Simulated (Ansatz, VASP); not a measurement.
PbSe (Clausthalite) in VASP and in Ansatz

```
Pb Se
1.0
     0.00000    3.06065    3.06065
     3.06065    0.00000    3.06065
     3.06065    3.06065    0.00000
Pb Se
1 1
Direct
  0.00000 0.00000 0.00000
  0.50000 0.50000 0.50000
```

Alike in both runs: task relaxation of cell and atoms; functional PBE; dispersion D3(BJ); k mesh 8 × 8 × 8; occupations fermi-dirac, width 0.05 eV; no spin polarisation.

```csv
,VASP,Ansatz
version,VASP 6.6.1,Ansatz 0.2.0
potentials or method,"VASP PAW PBE potentials, release 64 (Pb_d, Se), cutoff 600 eV","all-electron LAPW, scalar-relativistic"
```

Ansatz gave:

```
relaxed volume (Å³/atom)                                     : 28.85
relaxed cell length with the largest relative difference (Å) : 4.337
```

Q: Estimate VASP's values.

A: Relaxed volume (Å³/atom): 28.85; relaxed cell length with the largest relative difference (Å): 4.338.

Ansatz ran all-electron here, so the differences hold the error of VASP's frozen core and of both bases.

 Zero-point motion and thermal expansion aren't in these numbers.
